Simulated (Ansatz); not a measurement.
TePb:

```
Pb Te
1.0
     4.00229    0.00000    0.00000
     0.00000    4.00229    0.00000
     0.00000    0.00000    4.00229
Pb Te
1 1
Direct
  0.00000 0.00000 0.00000
  0.50000 0.50000 0.50000
```

Measurements of this composition are mostly on another form, of space group No. 225.

| Property | Result |
| --- | --- |
| Program | Ansatz 0.2.0 |
| Task | relaxation of cell and atoms |
| Functional | BLYP |
| Potentials or basis | all-electron LAPW, scalar-relativistic |
| Basis error allowed | 0.001 eV/atom |
| k mesh | 7 × 7 × 7 |
| Occupations | fermi-dirac, width 0.05 eV |
| Spin | no spin polarisation |

At the start: volume 32.05 Å³/atom.

Problem. Where does the relaxation end?

Solution. Over 3 steps the energy falls by 32.2 meV/atom and the volume is 35.10 Å³/atom (+9.5 %); space group Pm-3m (No. 221, to 0.05 Å).

The path:
| step | energy change (eV) | largest force (eV/Å) | volume (Å³) |
| --- | --- | --- | --- |
| 1 | 0.0000 | 0.0000 | 64.11 |
| 2 | -0.0644 | 0.0000 | 70.20 |
| 3 | -0.0644 | 0.0000 | 70.20 |

Final structure:
```
Pb Te
1.0
     4.12512    0.00000    0.00000
     0.00000    4.12512    0.00000
     0.00000    0.00000    4.12512
Pb Te
1 1
Direct
  0.00000 0.00000 0.00000
  0.50000 0.50000 0.50000
```
